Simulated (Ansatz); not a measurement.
## Te2Mo, a database entry at a rescaled volume

```xyz
12
Lattice="6.2712 0.0000 0.0000 0.0000 3.4368 0.0000 -0.9380 0.0000 13.6991" Properties=species:S:1:pos:R:3 pbc="T T T"
Te    3.1620    2.5776    4.8166
Te    2.1712    0.8592    8.8825
Te    3.5944    0.8592    1.4316
Te    1.7387    2.5776   12.2675
Te    0.4689    2.5776    2.0357
Te    4.8643    0.8592   11.6634
Mo    1.5197    2.5776    6.9400
Mo    3.8135    0.8592    6.7591
Te   -0.0179    0.8592    5.4180
Te    5.3511    2.5776    8.2811
Mo    1.1426    0.8592    0.1014
Mo    4.1906    2.5776   13.5977
```

Level: PBE, no spin polarisation; 420 eV; 5×9×3 Γ-centred mesh; fermi-dirac occupations (width 0.1 eV); Ansatz 0.2.0, fixed geometry.

Task: Where is the largest force?

Result: The largest is on Te6 (and as large on other atoms): 0.61 eV/Å, components (-0.01, 0.00, -0.61). It makes 136° with the line to a nearest neighbour, Mo12 at 2.67 Å, pointing away from it.

Task: What is the formation energy?

Result: -0.22 eV an atom against the elements' usual phases (free molecules for gases, crystals otherwise, with no correction for O₂ or N₂), so it is bound against them; other compounds may still compete. Relaxing would lower it.

Task: What does the stress say?

Result: The pressure is 5.7 GPa (compression positive), so with the atoms held at these fractions the cell would first expand.

Task: What do density and ELF say about some of the short contacts?

Result: Te–Mo at 2.67 Å: least valence density 0.46 e/Å³ and ELF 0.40 there. Mo–Mo at 2.87 Å: least valence density 0.35 e/Å³ and ELF 0.43 there. These are pseudo-fields; inside the PAW spheres they differ from the all-electron ones.

Task: What happens at the Fermi level?

Result: It is a metal, with about 3.6 states/eV a cell as the mean within 0.25 eV of the Fermi level, mostly Te p (49 %) and Mo d (46 %).

Origin: a database entry at a rescaled volume.

Cost: 82 s on 1 thread of Intel(R) Xeon(R) 6975P-C (Granite Rapids), on a shared host, peak memory 1.7 GiB (start from a saved density). The time holds forces, stress, DOS, bands, ELF.
